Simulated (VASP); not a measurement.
# WC (Fm-3m) in VASP: notebook, part 2 of 2

VASP 6.6.1.

### 3 Single point, PBE

INCAR

```
PREC     = Accurate       # precision mode
ENCUT    = 500            # plane-wave cutoff, eV
EDIFF    = 1E-6           # SCF threshold, eV
ISMEAR   = 0              # smearing method
SIGMA    = 0.02           # smearing width, eV
LREAL    = F              # projectors in reciprocal space
LASPH    = T              # aspherical terms in the spheres
NELM     = 80             # most SCF steps
ALGO     = Normal         # electronic algorithm
ISIF     = 2              # what is computed and relaxed
LWAVE    = F              # write WAVECAR
LCHARG   = T              # write CHGCAR
GGA      = PE             # functional
LELF     = T              # ELF
LVHAR    = T
```

KPOINTS

```
regular mesh
0
Gamma
  5 5 5
```

POSCAR

```
WC
1.0
    0.0000000000      2.1926840000      2.1926840000
    2.1926840000      0.0000000000      2.1926840000
    2.1926840000      2.1926840000      0.0000000000
W C
1 1
Direct
    0.0000000000      0.0000000000      0.0000000000
    0.5000000000      0.5000000000      0.5000000000
```

Potentials or basis: VASP PAW PBE potentials, release 64 (W_sv_GW, C_GW).

The run is started by

```sh
cat potpaw_PBE.64/W_sv_GW/POTCAR potpaw_PBE.64/C_GW/POTCAR > POTCAR
mpirun -np 1 vasp_std > vasp.out
```

OUTCAR:

```text
PREC = Accurate
   ENCUT = 500
   EDIFF = 1E-6
   ISMEAR = 0
   LREAL = F
   LASPH = T
   NELM = 80
   ISIF = 2
   GGA = PE

 ion  position               nearest neighbor table
   1  0.000  0.000  0.000-   2 2.19   2 2.19   2 2.19   2 2.19   2 2.19   2 2.19
   2  0.500  0.500  0.500-   1 2.19   1 2.19   1 2.19   1 2.19   1 2.19   1 2.19

  LATTYP: Found a face centered cubic cell.
 ALAT       =     4.3853680000

  Lattice vectors:
[... 329 lines left out ...]
     12      16.7302      0.00000
     13      19.5121      0.00000

------------------------ aborting loop because EDIFF is reached ----------------------------------------

  FORCE on cell =-STRESS in cart. coord.  units (eV):
  Direction    XX          YY          ZZ          XY          YZ          ZX
  --------------------------------------------------------------------------------------
  -------------------------------------------------------------------------------------
  Total       -0.4414381     -0.4414381     -0.4414381      0.0000000      0.0000000      0.0000000
  in kB      -33.5445724    -33.5445724    -33.5445724      0.0000000      0.0000000      0.0000000
  external PRESSURE =     -33.5445724 kB  Pullay stress =       0.0000000 kB

 VOLUME and BASIS-vectors are now :
 -----------------------------------------------------------------------------
  energy-cutoff  :      500.00
  volume of cell :       21.08
      direct lattice vectors                 reciprocal lattice vectors
     0.000000000  2.192684000  2.192684000    -0.228031034  0.228031034  0.228031034
     2.192684000  0.000000000  2.192684000     0.228031034 -0.228031034  0.228031034
     2.192684000  2.192684000  0.000000000     0.228031034  0.228031034 -0.228031034

 POSITION                                       TOTAL-FORCE (eV/Angst)
 -----------------------------------------------------------------------------------
      0.00000      0.00000      0.00000         0.000000      0.000000     -0.000000
      2.19268      2.19268      2.19268         0.000000      0.000000      0.000000
 -----------------------------------------------------------------------------------
    total drift:                                0.000000     -0.000000     -0.000000

  FREE ENERGIE OF THE ION-ELECTRON SYSTEM (eV)
  ---------------------------------------------------
  free  energy   TOTEN  =       -23.6933000382 eV

  energy  without entropy=      -23.6915743271  energy(sigma->0) =      -23.69243718
```

OSZICAR:

```text
N       E                     dE             d eps       ncg     rms          rms(c)
DAV:   1     0.110401149122E+03    0.11040E+03   -0.11165E+04   260   0.139E+03
DAV:   2    -0.222037470845E+02   -0.13260E+03   -0.12779E+03   315   0.393E+02
DAV:   3    -0.287002809955E+02   -0.64965E+01   -0.61746E+01   353   0.795E+01
DAV:   4    -0.287731174145E+02   -0.72836E-01   -0.72829E-01   275   0.961E+00
DAV:   5    -0.287746810863E+02   -0.15637E-02   -0.15637E-02   346   0.122E+00    0.597E+01
DAV:   6    -0.237801192609E+02    0.49946E+01   -0.18949E+01   329   0.370E+01    0.653E+01
DAV:   7    -0.237318000919E+02    0.48319E-01   -0.55498E-01   275   0.671E+00    0.266E+01
DAV:   8    -0.236974230680E+02    0.34377E-01   -0.10976E-01   386   0.343E+00    0.110E+01
DAV:   9    -0.236934930185E+02    0.39300E-02   -0.16306E-02   341   0.132E+00    0.130E+00
DAV:  10    -0.236932928712E+02    0.20015E-03   -0.12017E-03   300   0.347E-01    0.264E-01
DAV:  11    -0.236932992615E+02   -0.63903E-05   -0.69490E-05   335   0.821E-02    0.857E-02
DAV:  12    -0.236933000382E+02   -0.77679E-06   -0.39985E-06   272   0.198E-02
   1 F= -.23693300E+02 E0= -.23692437E+02  d E =-.172571E-02
```

stdout:

```text
POSCAR found type information on POSCAR W C
 POSCAR found :  2 types and       2 ions
 scaLAPACK will be used
 LDA part: xc-table for (Slater+PW92), standard interpolation
 POSCAR, INCAR and KPOINTS ok, starting setup
 FFT: planning ... GRIDC
[... 16 lines left out ...]
|     the parameter NBANDS in file INCAR to ensure that the highest band      |
|     is unoccupied at all k-points. It is always recommended to include      |
|     a few unoccupied bands to accelerate the convergence of                 |
|     molecular-dynamics runs (even for insulators or semiconductors),        |
|     since the presence of unoccupied bands improves wavefunction            |
|     prediction and helps to suppress 'band-crossings'.                      |
|                                                                             |
 -----------------------------------------------------------------------------
```

Run time: 8 s. Hardware: 1 thread of Intel Xeon 6975P-C (Granite Rapids), shared host; peak memory 0.13 GiB.

Results:

```yaml
Free_energy: -23.6933 eV
Pressure: -3.4 GPa
```

Caveat: the k mesh is coarse (spacing up to 0.50 Å⁻¹), so the values aren't converged; the cutoff is under 1.25 times the usual one of these potentials, so pressure, stress and relaxed cells hold a basis-set (Pulay) error.
